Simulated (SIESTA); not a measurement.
The system is TaN.

```
Ta N
1.0
     5.19600    0.00000    0.00000
    -2.59800    4.49987    0.00000
     0.00000    0.00000    2.91100
Ta N
3 3
Cartesian
  0.0000 0.0000 0.0000
  2.5980 1.5000 1.4555
  0.0000 2.9999 1.4555
  -1.0206 1.7678 0.0000
  1.5774 2.7321 0.0000
  2.0412 0.0000 0.0000
```

Base run:

```yaml
Program: SIESTA 5.4.2
Functional: vdW-DF2
Potentials_or_basis: PseudoDojo 0.4 standard (PBE files)
Basis: DZP (energy shift 0.003 Ry; two zetas on semicore shells)
Grid_cutoff: 800 Ry
Energy_shift: 0.003 Ry
k_mesh: 6 × 6 × 9
Occupations: fermi-dirac, width 0.05 eV
Spin: no spin polarisation
```

Its results: band gap on the k mesh none (metal or under the smearing width); pressure 26.9 GPa; largest force 0.095 eV/Å.

After a change of settings the same cell gave: band gap on the k mesh none (metal or under the smearing width); pressure 10.2 GPa; largest force 0.019 eV/Å. Which change was it?
A. functional from vdW-DF2 to vdW-DF-C09
B. functional from vdW-DF2 to VV10
C. functional from vdW-DF2 to PBE
D. functional from vdW-DF2 to vdW-DF-cx

C.

Caveats: short orbitals over semicore shells can move pressures by several GPa; the basis of atomic orbitals isn't converged, which shifts pressures, moduli and gaps; the potentials were made for another functional, which shifts forces and pressure (some runs).
